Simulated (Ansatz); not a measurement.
# NiSi2/GaP/NiSi2: conductance against the thickness of the layer, part 3 of 6

Aim: the conductance of NiSi2/GaP/NiSi2 junctions as the barrier thickens. Both electrodes are NiSi2 fluorite(111); the barrier is GaP zinc blende(111) (whole bilayers). In the first transport cell, after relaxation, the nearest pair of electrode and barrier is Si–P at 2.28 Å, along the normal, at the lower face and Si–Ga at 2.47 Å, along the normal, at the upper one. All share a net of side 3.84 Å, which strains the lower electrode by +0.0 % and the barrier by -1.4 %, against typed lattice constants near PBE's. The first steps treat the bulk electrodes alone.

Ansatz 0.2.0; PBE DFT, plane waves, PAW files (the session's first sound run).

So far. Step 3 (Relaxation): The largest force component on a free atom ends at 0.0027 eV/Å. The work functions of the outer faces are 5.42 and 5.12 eV.

### Step 4. The open system: T(E)

This step: PBE DFT, plane waves, PAW files; ballistic transmission by layer matching between semi-infinite leads (Ansatz 0.2.0).

System of this step: NiSi2/GaP/NiSi2. The cell holds 56 atoms: 34 Si, 16 Ni, 3 P and 3 Ga. Its edges and angles: a = 3.840 Å, b = 3.840 Å, c = 76.644 Å, α = 90.0°, β = 90.0°, γ = 120.0°. Regions: left electrode, 25 atoms (17 Si and 8 Ni); barrier, 6 atoms (3 P and 3 Ga); right electrode, 25 atoms (17 Si and 8 Ni). Vacuum lies along c.

The relaxed core is set between ideal electrode layers (this cell holds 6 atomic planes between the electrodes; where that differs from the relaxed slab, whole periods were copied in or cut out without a new relaxation), which the solver continues as semi-infinite leads. A wide energy window on a coarse mesh (12×12) shows where the Fermi level lies against the barrier's bands; the projected density of states shows how far the metals' states reach in.

input.yaml reads:

```yaml
crystal:
  lattice:
    - [3.84, 0.0, 0.0]
    - [-1.92, 3.3255375505, 0.0]
    - [0.0, 0.0, 76.6443070367]
  atoms:
    - { symbol: Si, position: [0.0, 0.0, 0.0913309843] }
    - { symbol: Si, position: [0.66666667, 0.33333333, 0.1117071523] }
    - { symbol: Ni, position: [0.0, 0.0, 0.1221516934] }
    - { symbol: Si, position: [0.33333333, 0.66666667, 0.1325962346] }
    - { symbol: Si, position: [0.0, 0.0, 0.1529724026] }
    - { symbol: Ni, position: [0.33333333, 0.66666667, 0.1634169438] }
    - { symbol: Si, position: [0.66666667, 0.33333333, 0.1738614849] }
    - { symbol: Si, position: [0.33333333, 0.66666667, 0.1942376529] }
    - { symbol: Ni, position: [0.66666667, 0.33333333, 0.2046821941] }
    - { symbol: Si, position: [0.0, 0.0, 0.2151267353] }
    - { symbol: Si, position: [0.66666667, 0.33333333, 0.2355029033] }
    - { symbol: Ni, position: [0.0, 0.0, 0.2459474444] }
    - { symbol: Si, position: [0.33333333, 0.66666667, 0.2563919856] }
    - { symbol: Si, position: [0.0, 0.0, 0.2767681536] }
    - { symbol: Ni, position: [0.33333333, 0.66666667, 0.2872126948] }
    - { symbol: Si, position: [0.66666667, 0.33333333, 0.2976572359] }
    - { symbol: Si, position: [0.33333333, 0.66666667, 0.3180334039] }
    - { symbol: Ni, position: [0.66666667, 0.33333333, 0.3284779451] }
    - { symbol: Si, position: [0.0, 0.0, 0.3389224863] }
    - { symbol: Si, position: [0.66666667, 0.33333333, 0.3592986543] }
    - { symbol: Ni, position: [0.0, 0.0, 0.3697431954] }
    - { symbol: Si, position: [0.33333333, 0.66666667, 0.3801877366] }
    - { symbol: Si, position: [0.0, 0.0, 0.4005639046] }
    - { symbol: Ni, position: [0.33333333, 0.66666667, 0.4110084458] }
    - { symbol: Si, position: [0.66666667, 0.33333333, 0.4224534953] }
    - { symbol: P, position: [0.66666667, 0.33333333, 0.4522519447] }
    - { symbol: Ga, position: [0.0, 0.0, 0.4630490862] }
    - { symbol: P, position: [0.0, 0.0, 0.4941504541] }
    - { symbol: Ga, position: [0.33333333, 0.66666667, 0.5048259266] }
    - { symbol: P, position: [0.33333333, 0.66666667, 0.5359129982] }
    - { symbol: Ga, position: [0.66666667, 0.33333333, 0.5465543057] }
    - { symbol: Si, position: [0.66666667, 0.33333333, 0.5787807339] }
    - { symbol: Ni, position: [0.0, 0.0, 0.5889915542] }
    - { symbol: Si, position: [0.33333333, 0.66666667, 0.5994360954] }
    - { symbol: Si, position: [0.0, 0.0, 0.6198122634] }
    - { symbol: Ni, position: [0.33333333, 0.66666667, 0.6302568046] }
    - { symbol: Si, position: [0.66666667, 0.33333333, 0.6407013457] }
    - { symbol: Si, position: [0.33333333, 0.66666667, 0.6610775137] }
    - { symbol: Ni, position: [0.66666667, 0.33333333, 0.6715220549] }
    - { symbol: Si, position: [0.0, 0.0, 0.6819665961] }
    - { symbol: Si, position: [0.66666667, 0.33333333, 0.7023427641] }
    - { symbol: Ni, position: [0.0, 0.0, 0.7127873052] }
    - { symbol: Si, position: [0.33333333, 0.66666667, 0.7232318464] }
    - { symbol: Si, position: [0.0, 0.0, 0.7436080144] }
    - { symbol: Ni, position: [0.33333333, 0.66666667, 0.7540525556] }
    - { symbol: Si, position: [0.66666667, 0.33333333, 0.7644970967] }
    - { symbol: Si, position: [0.33333333, 0.66666667, 0.7848732647] }
    - { symbol: Ni, position: [0.66666667, 0.33333333, 0.7953178059] }
    - { symbol: Si, position: [0.0, 0.0, 0.8057623471] }
    - { symbol: Si, position: [0.66666667, 0.33333333, 0.8261385151] }
    - { symbol: Ni, position: [0.0, 0.0, 0.8365830562] }
    - { symbol: Si, position: [0.33333333, 0.66666667, 0.8470275974] }
    - { symbol: Si, position: [0.0, 0.0, 0.8674037654] }
    - { symbol: Ni, position: [0.33333333, 0.66666667, 0.8778483066] }
    - { symbol: Si, position: [0.66666667, 0.33333333, 0.8882928477] }
    - { symbol: Si, position: [0.33333333, 0.66666667, 0.9086690157] }
kpoints:
  mp_grid: { grid: [8, 8, 1] }
scf:
  occupations: { method: fermi_dirac, width: 0.1 }
  max_iter: 150
hamiltonian:
  xc: pbe
output:
  transmission:
    kmesh: [12, 12]
    e_range: [-2.5, 2.5]
    de: 0.1
    leads: [[10, 13], [42, 45]]
  dos: { projected: true, e_range: [-6, 5], de: 0.05 }
  write_potential: true
  write_density: true
  volumetric_format: npy
  elf: true
```

On the command line:

```console
$ ansatz run input.yaml --threads 8 --pin off --max-ram 24576MiB --backend cpu --events-out ev --progress --plain --runs-dir out
```

Numbers of over 12 decimals in the logs are rounded to 6 here.

Output:

```text
[...]
Crystal: 56 atoms, lattice volume = 978.753 Å³
Basis set: ecut = 420 eV, 19061 PW (Γ)
Bands: 295, of which v1, the nominal top of the filled ones, is band 239 counted from 1 (238 counted from 0)
Symmetry: 6 space group operations
[...]
k-points: 10 of 64 (time reversal used)
[...]
SCF iter   1: F=—  HF=-128685.841408 eV  |F-HF|=—  |Δ(HF+E_count)|=         —  Δρ=1.28e-2  dr2=2.59e1  ethr=1.77e-3  ⟨swp⟩=8.7  Hψ=14608  notcnv=0  defer=106
[...]
SCF iter  12: F=-128685.578737 eV  HF=-128685.578737 eV  |F-HF|=1.43e-8  |Δ(HF+E_count)|=   4.23e-8  Δρ=1.36e-6  dr2=1.58e-8  ethr=2.09e-11  ⟨swp⟩=16.6  Hψ=12065  notcnv=0
SCF 1 converged in 12 iterations: F = -128685.578737 eV  dr2 = 1.58e-8
[...]
transmission: 118 of 1140 steps passed
transmission: 228 of 1140 steps passed
[...]
transmission: 1140 of 1140 steps passed
WARN: The output density's exchange-correlation potential varies sharply where the density is thin. Do not read a vacuum level from v_tot or v_xc, or from such a field of the output density. On a cell that repeats whose density bears no net charge and no dipole along the vacuum's axis use v_es (v_loc + v_h of the components); under efield.dipole_correction with no amplitude use v_es + v_field, which holds any externa [...]
SCF converged after 12 iterations
Free energy (F): -128685.578737 eV
[...]
Internal energy: -128685.091648 eV  (E = F + TS)
E sigma→0 (E₀):  -128685.335193 eV
Entropy (-TS):   -0.487089 eV (-8.698 meV/atom)
Fermi energy:    8.767588 eV
[...]
--- Band table (eV; the first three rows and the last of 10) ---
  k-point 0: bands = [... 235 lower, 9.8424, 9.9469, 9.9933, 9.9933, 10.0279, 10.0279, 10.0376, 10.1353, ... 52 higher]
  k-point 1: bands = [... 235 lower, 9.4284, 9.5159, 9.5442, 9.5700, 9.6207, 9.6505, 9.6701, 9.7423, ... 52 higher]
  k-point 2: bands = [... 235 lower, 8.5980, 8.6137, 8.6914, 8.7459, 8.8546, 8.8628, 8.9430, 8.9983, ... 52 higher]
  k-point 9: bands = [... 235 lower, 7.2936, 7.4539, 7.4590, 7.7662, 7.9171, 8.1811, 8.1850, 9.1499, ... 52 higher]
--- Transmission ---
  basis      : 109 plane waves across, 60 finite elements along
  points     : 19, standing for a mesh of 12 x 12
  energies   : 51 from -2.500000 to 2.500000 eV about the Fermi level, 0.100000 eV apart; the leads are filled to 0.000000 eV, and channels, transmission and decay are at 0.000000 eV
  crystal 0  : Si2Ni1, at the sites [10, 13], period 3.1627 Å, over 25.30 Å; its Hamiltonian steps by up to 7.4 meV
    offset         : up to 0.0000 Å between an atom of the period and one for which it stands
    channels       : 1.159722e0 a spin
    conductance    : none, the energies end too early or step too widely for 300 K: set another output.transmission.e_range or a lower de, or, where they end at an eighth of basis.ecutwfc, a higher one
    slowest decay  : 0.0817 /Å at (0.2500, 0.1667)
[...]
channels       : 1.159722e0 a spin
[...]
slowest decay  : 0.0792 /Å at (0.2500, 0.1667)
  junction   : crystal 0 to crystal 1, 20.43 to 56.21 Å
    transmission   : 5.353117e-2 a spin
[...]
```

Elapsed: 4.3 min, on 8 threads of Arm Neoverse V2, shared host; peak memory 10 GiB; 32 min of CPU time.

In the SCF lines HF is the Harris–Foulkes energy and dr2 the Hartree energy of the density residual, in eV; the loop may stop once dr2 is under the threshold and the program's other checks hold. Hψ counts applications of the Hamiltonian.

Numbers from this step:

* free energy: -128685.5787 eV
* Fermi energy: 8.768 eV
* level to which the leads are filled: 0 eV from the Fermi level
* transmission at the Fermi level (a spin, zone mean): 0.05353
* channels of the lower lead: 1.160
* channels of the upper lead: 1.160
* potential step in the lower lead: 7.4 meV
* potential step in the upper lead: 10.3 meV

One spin. The transmission, zone mean by energy, zero at the Fermi level:

| energy (eV) | transmission, zone mean |
| --- | --- |
| -2.50 | 0.212 |
| -2.40 | 0.287 |
| -2.20 | 0.477 |
| -2.10 | 0.532 |
| -2.00 | 0.413 |
| -1.80 | 0.351 |
| -1.70 | 0.252 |
| -1.60 | 0.248 |
| -1.40 | 0.239 |
| -1.30 | 0.120 |
| -1.10 | 0.0825 |
| -1.00 | 0.108 |
| -0.90 | 0.0518 |
| -0.70 | 0.0381 |
| -0.60 | 0.0505 |
| -0.50 | 0.0495 |
| -0.30 | 0.0275 |
| -0.20 | 0.0324 |
| -0.10 | 0.0488 |
| 0.00 | 0.0535 |
| 0.10 | 0.0414 |
| 0.20 | 0.0447 |
| 0.30 | 0.0513 |
| 0.50 | 0.0418 |
| 0.60 | 0.0475 |
| 0.70 | 0.0434 |
| 0.90 | 0.0411 |
| 1.00 | 0.0784 |
| 1.10 | 0.0671 |
| 1.30 | 0.140 |
| 1.40 | 0.208 |
| 1.60 | 0.144 |
| 1.70 | 0.120 |
| 1.80 | 0.0768 |
| 2.00 | 0.323 |
| 2.10 | 0.450 |
| 2.20 | 0.728 |
| 2.40 | 0.897 |
| 2.50 | 0.872 |

One spin. The open channels, zone mean by energy, zero at the Fermi level:

| energy (eV) | lower lead | upper lead |
| --- | --- | --- |
| -2.50 | 1.67 | 1.67 |
| -2.40 | 1.67 | 1.67 |
| -2.20 | 1.76 | 1.80 |
| -2.10 | 1.80 | 1.80 |
| -2.00 | 1.80 | 1.80 |
| -1.80 | 1.84 | 1.84 |
| -1.70 | 1.84 | 1.84 |
| -1.60 | 1.72 | 1.72 |
| -1.40 | 1.49 | 1.49 |
| -1.30 | 1.31 | 1.31 |
| -1.10 | 1.19 | 1.15 |
| -1.00 | 1.02 | 1.02 |
| -0.90 | 1.02 | 1.02 |
| -0.70 | 0.896 | 0.896 |
| -0.60 | 0.854 | 0.854 |
| -0.50 | 0.688 | 0.688 |
| -0.30 | 0.701 | 0.701 |
| -0.20 | 0.910 | 0.910 |
| -0.10 | 1.03 | 1.03 |
| 0.00 | 1.16 | 1.16 |
| 0.10 | 1.12 | 1.12 |
| 0.20 | 1.16 | 1.16 |
| 0.30 | 1.41 | 1.41 |
| 0.50 | 1.58 | 1.58 |
| 0.60 | 1.63 | 1.63 |
| 0.70 | 1.76 | 1.76 |
| 0.90 | 1.92 | 1.92 |
| 1.00 | 2.01 | 2.01 |
| 1.10 | 2.13 | 2.13 |
| 1.30 | 1.55 | 1.55 |
| 1.40 | 1.55 | 1.55 |
| 1.60 | 1.03 | 1.03 |
| 1.70 | 0.729 | 0.688 |
| 1.80 | 0.674 | 0.674 |
| 2.00 | 1.33 | 1.41 |
| 2.10 | 2.37 | 2.45 |
| 2.20 | 2.62 | 2.74 |
| 2.40 | 2.93 | 2.93 |
| 2.50 | 2.81 | 2.83 |

Transmission over k1 and k2. At 0.0000 eV from the Fermi level; zeros and values more than six decades under the largest are shown at that floor.

log10 of the mean of each cell; the least values stand at a floor. Values, 12 rows by 12 columns:
```
-3.1 -2.5 -2.1 -6.5 -6.5 -2.1 -2.5 -3.1 -4.0 -6.5 -6.5 -4.0
-4.9 -2.1 -0.5 -1.1 -1.7 -1.1 -0.5 -2.1 -4.9 -6.5 -6.5 -6.5
-6.5 -6.5 -1.1 -0.8 -0.9 -0.9 -0.8 -1.1 -6.5 -6.5 -6.5 -6.5
-4.9 -6.5 -1.7 -0.9 -0.7 -3.1 -0.7 -0.9 -1.7 -6.5 -4.9 -4.0
-3.1 -2.1 -1.1 -0.9 -3.1 -0.7 -0.7 -3.1 -0.9 -1.1 -2.1 -3.1
-3.2 -2.5 -0.5 -0.8 -0.7 -0.7 -4.1 -0.7 -0.7 -0.8 -0.5 -2.5
-3.1 -3.1 -2.1 -1.1 -0.9 -3.1 -0.7 -0.7 -3.1 -0.9 -1.1 -2.1
-4.9 -4.0 -4.9 -6.5 -1.7 -0.9 -0.7 -3.1 -0.7 -0.9 -1.7 -6.5
-6.5 -6.5 -6.5 -6.5 -6.5 -1.1 -0.8 -0.9 -0.9 -0.8 -1.1 -6.5
-4.9 -6.5 -6.5 -6.5 -4.9 -2.1 -0.5 -1.1 -1.7 -1.1 -0.5 -2.1
-3.1 -4.0 -6.5 -6.5 -4.0 -3.1 -2.5 -2.1 -6.5 -6.5 -2.1 -2.5
-3.2 -3.1 -4.9 -6.5 -4.9 -3.1 -3.2 -3.1 -4.9 -6.5 -4.9 -3.1
```
Columns: k1 (b1) from -0.5 to 0.417; rows upwards: k2 (b2) from -0.5 to 0.417.

Open channels of the lower lead over k1 and k2. At 0.0000 eV from the Fermi level.

Ten even steps from '_' (0.00) to '@' (3.00):
```
------____--------____--
------**--**------______
____**@@****@@**________
--__--**@@--@@**--__----
----****--****--****----
------@@@@******@@@@----
------****--****--****--
------__--**@@--@@**--__
__________**@@****@@**__
--______------**--**----
----____--------____----
------__----------__----
```
Columns: k1 (b1) from -0.5 to 0.417; rows upwards: k2 (b2) from -0.5 to 0.417.

Projected DOS an atom over height of the atomic layer and energy from the Fermi level. Layers: Si Si Ni Si Si Ni Si Si Ni Si Si Ni Si Si Ni Si Si Ni Si Si Ni Si Si Ni Si P Ga P Ga P Ga Si Ni Si Si Ni Si Si Ni Si Si Ni Si Si Ni Si Si Ni Si Si Ni Si Si Ni Si Si; projections on atoms miss part of the total, and the computed bands can run out at the top of the range; a column is the mean of 4 neighbouring layers, the last of those left over.

Ten even steps from '0' (0.08 states/eV) to '9' (2.90 states/eV), each cell a mean:
```
00000000000000
00000011000000
10000011001011
11011111011011
11111111111111
11111011111111
10000010000001
11011000011011
01111000011110
00000000000001
00000000000000
00000100000000
11000100100011
21111211211112
21211522411212
32422721622422
45955621755954
22322311222322
22322310322322
23433200333432
01211100111211
00000000001000
```
Columns: height of the atomic layer (Å) from 8.77 to 67.9 (not evenly spaced); rows upwards: energy from the Fermi level (eV) from -6 to 5.

Valence density in the ca plane at fractional y = 0.000, with atoms of Si and Ni and Ga and P within 0.2 Å of it. It is the smooth field of the valence electrons, not physical close to the nuclei.

Ten steps, logarithmic in the rise over the least value, from '0' (0 e/Å³) to '9' (41 e/Å³), each cell a mean:
```
11588521110010000000014873112111100000000000
11234211111110000000012321111122100000000000
00111110011111000000001110000111100000000000
00111100000111110000011000000000000000111100
00111100000011110000011000000000000000111100
00111100000111110000011000000000000000111100
00111100000111100000001100000011100000011000
11122111111110000000011111001111100000000000
11366411110110000000013552111112100000000000
12599621100010000000016984112101100000000000
```
Columns run along c (16.0 Å, from fractional 0.35 to 0.56 of the cell), rows up along a (3.8 Å). Atoms in or near the plane, at fractional coordinates: Ni at (0.37, 0.00), Si at (0.40, 0.00), Ga at (0.46, 0.00), P at (0.49, 0.00).

Electrostatic potential energy in the ca plane at fractional y = 0.000, with atoms of Si and Ni and Ga and P within 0.2 Å of it. With pseudopotentials it is smooth inside the atoms' cores, unlike the true potential.

Values in eV, 6 rows by 16 columns, each cell a mean:
```
 -2 -40  -1 -29 -16  11  12   5 -13  -3 -21 -26  10  12  12  12
  8   2   8   3   5  10  11   9   2   8   6   4  10  11  10  10
  6   7   6  10   7   6  10   8   9  11  11   7   8  10   6   8
  7   7   7   9   8   7  10   8   8  11  11   7   9  10   7   8
  6  -7   6  -4   1  10  12   9  -3   5   0  -2  11  12  11  11
 -5 -48  -5 -36 -22  11  12   4 -14  -5 -28 -34  10  12  12  12
```
Columns run along c (16.0 Å, from fractional 0.35 to 0.56 of the cell; values clipped at the 3rd and 97th percentile), rows up along a (3.8 Å). Atoms in or near the plane, at fractional coordinates: Ni at (0.37, 0.00), Si at (0.40, 0.00), Ga at (0.46, 0.00), P at (0.49, 0.00).

ELF in the ca plane at fractional y = 0.000, with atoms of Si and Ni and Ga and P within 0.2 Å of it. It is the smooth field of the valence electrons, not physical close to the nuclei.

Ten even steps from '0' (0.01) to '9' (0.85), each cell a mean:
```
73355326743354200001221002599204862000000000
63222235766775321001332222489889962000122100
55433345567765553112565432356899852113565421
45666654444445776324688642113465432236887532
34677653333234787435678641000133222357998543
45666654333335786434688641001243322247898543
45554555456655665223677532235787642124677532
54222235667875432102443322468899952001333210
73234226753565310001222112599547962000000000
73367426744344200001220101599101763000000000
```
Columns run along c (16.0 Å, from fractional 0.35 to 0.56 of the cell), rows up along a (3.8 Å). Atoms in or near the plane, at fractional coordinates: Ni at (0.37, 0.00), Si at (0.40, 0.00), Ga at (0.46, 0.00), P at (0.49, 0.00).

At the Fermi level the transmission is 0.054, as a zone mean for one spin on this coarse mesh. At the Fermi level the layers of this cell's barrier hold from 0.038 to 0.12 states an eV and atom. In the worse lead the potential repeats within 10 meV, which the program lets pass.

[end of part 3 of 6]

[Logs are printed without paths, hosts, clocks, repeated set-up lines and the standing remarks that a program may print on its own settings, such as how far it seeks lower states.]

[Hosts, paths, dates, database ids (printed as entryN), source tags and the programs' standing remarks are cut or masked in the printed files.]
